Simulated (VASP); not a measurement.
**CoO: single point with PBE**

The system is CoO.

```
Co O
1.0
     0.00000    2.13150    2.13150
     2.13150    0.00000    2.13150
     2.13150    2.13150    0.00000
Co O
1 1
Direct
  0.00000 0.00000 0.00000
  0.50000 0.50000 0.50000
```

```json
{
 "Program": "VASP 6.6.1",
 "Task": "single point",
 "Functional": "PBE",
 "Potentials or basis": "VASP PAW PBE potentials, release 64 (Co_GW, O_GW)",
 "Cutoff": "550 eV",
 "k mesh": "11 × 11 × 11",
 "Occupations": "gaussian, width 0.05 eV",
 "Spin": "collinear spin, ferromagnetic start",
 "Starting moments": "[2.0, 0.0] μB"
}
```

```yaml
Pressure: -2.9 GPa
Band_gap_on_the_k_mesh: none (metal or under the smearing width)
Net_moment: 2.93 μB per cell
Site_moments: Co +2.56; O +0.31 μB
Valence_electrons_inside_the_program's_atomic_spheres: Co 7.75; O 4.91
```

Levels at points of the mesh, in eV from the Fermi level:
Spin up:
```tsv
k point	band 7	band 8	band 9	band 10	band 11	band 12
(0.00, 0.00, 0.00)	-3.09	-3.09	-3.09	0.96	16.80	18.05
```
Spin down:
```tsv
k point	band 3	band 4	band 5	band 6	band 7	band 8	band 9	band 10
(0.00, 0.00, 0.00)	-2.56	-2.56	-1.10	-1.10	-1.10	0.07	0.07	1.50
```

Wall time 62 s on 1 thread of Intel(R) Xeon(R) Platinum 8488C (Sapphire Rapids), on a shared host, peak memory 0.17 GiB.

Caveat: a cell with one magnetic atom can't hold antiferromagnetic order, which such compounds often take; semilocal functionals often make such compounds metallic where correlation or magnetic order opens a gap, which also shifts bond lengths. With open d or f shells a metallic result of PBE can be an artefact of self-interaction; +U or a hybrid may open a gap.
